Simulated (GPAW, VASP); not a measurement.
Given: the input of a run of GPAW 26.7.0 (ASE script) on TiSe. The cell comes from a database or a generator and needn't be the stable form of this composition.

Contents of run.py:

```python
from ase.dft.bandgap import bandgap
from ase.io import read, write
from ase.units import GPa
from gpaw import GPAW, PW, setup_paths

setup_paths.insert(0, '.')

atoms = read('TiSe.xyz')
atoms.set_initial_magnetic_moments([1.0, 0.0])

calc = GPAW(mode=PW(600),
            xc='PBEsol',
            kpts={'size': (6, 6, 6), 'gamma': True},
            occupations={'name': 'methfessel-paxton', 'order': 0, 'width': 0.05},
            setups={'Ti': ':d,8.0'},
            nbands=19,
            convergence={'density': 1e-05, 'energy': 1e-05},
            maxiter=150,
            txt='gpaw.txt')
atoms.calc = calc
energy = atoms.get_potential_energy()
forces = atoms.get_forces()
stress = atoms.get_stress()
calc.write('gs.gpw')
write('result.traj', atoms)
print(f'Energy: {energy:.6f} eV')
print('Forces (eV/A):')
print(forces.round(4))
print('Stress (GPa):', (stress / GPa).round(3))
print('Moments:', calc.get_magnetic_moments().round(3))
print('Fermi level:', round(calc.get_fermi_level(), 4), 'eV')
print(f'Gap: {bandgap(calc)[0]:.4f} eV, direct: {bandgap(calc, direct=True)[0]:.4f} eV')
```

TiSe.xyz

```xyz
2
Lattice="3.4034008100 0.0000000000 0.0000000000 0.0000000000 3.4034008100 0.0000000000 0.0000000000 0.0000000000 3.4034008100" Properties=species:S:1:pos:R:3 pbc="T T T"
Ti     0.0000000000      0.0000000000      0.0000000000
Se     1.7017004050      1.7017004050      1.7017004050
```

Potentials or basis: PAW data sets generated in the run's folder for this functional, pw.

Command:

```bash
$ gpaw-setup -f PBEsol Se Ti
$ OMP_NUM_THREADS=1 python run.py
```

**Question.** Set up the same calculation for VASP 6.6.1. Potentials or basis there: PBE PAW files Se, Ti_sv, 520 eV.

**Answer.** As run (cutoffs and basis follow the program's own potentials, and thresholds, step limits or extra output files can differ):

File INCAR:

```
SYSTEM = TiSe
ALGO     = Normal         ! electronic algorithm
EDIFF    = 1E-7           ! SCF threshold, eV
ENCUT    = 520            ! plane-wave cutoff, eV
GGA      = PS             ! functional
ISIF     = 2              ! what is computed and relaxed
ISMEAR   = 0              ! smearing method
ISPIN    = 2              ! spin polarisation
LASPH    = .TRUE.         ! aspherical terms in the spheres
LCHARG   = .TRUE.         ! write CHGCAR
LDAU     = .TRUE.         ! DFT+U
LDAUJ    = 0 0          
LDAUL    = 2 -1           ! shell
LDAUPRINT= 1            
LDAUTYPE = 2            
LDAUU    = 8 0            ! U, eV
LELF     = .TRUE.         ! ELF
LMAXMIX  = 4              ! l up to which the mixer works
LORBIT   = 11             ! projections on sites
LREAL    = .FALSE.        ! projectors in reciprocal space
LVHAR    = .TRUE.       
LWAVE    = .FALSE.        ! write WAVECAR
MAGMOM   = 1 0            ! initial moments
NBANDS   = 20             ! bands
NELM     = 100            ! most SCF steps
PREC     = Accurate       ! precision mode
SIGMA    = 0.05           ! smearing width, eV
```

File KPOINTS:

```
k-points
0
G
  6 6 6
  0 0 0
```

The input POSCAR:

```
TiSe
1.0
    3.4034008100      0.0000000000      0.0000000000
    0.0000000000      3.4034008100      0.0000000000
    0.0000000000      0.0000000000      3.4034008100
Ti Se
1 1
Direct
    0.0000000000      0.0000000000      0.0000000000
    0.5000000000      0.5000000000      0.5000000000
```

Potentials or basis: VASP PAW PBE potentials, release 64 (Ti_sv, Se).

Command:

```sh
$ cat potpaw_PBE.64/Ti_sv/POTCAR potpaw_PBE.64/Se/POTCAR > POTCAR
$ mpirun -np 1 vasp_std > vasp.out
```

Both were run:

|  | GPAW | VASP |
| --- | --- | --- |
| Pressure | 5.3 GPa | -10.8 GPa |
| Net moment | 2.00 μB per cell | 0.00 μB per cell |

VASP's potentials were made for PBE.

The magnetic state is the one that the start led to; the real crystal's order can differ.

The two runs disagree by more than potentials and bases usually give (in gap, levels, pressure or energy); the cause wasn't traced.

How U acts hangs on each program's projectors.

Pressure is positive in compression.
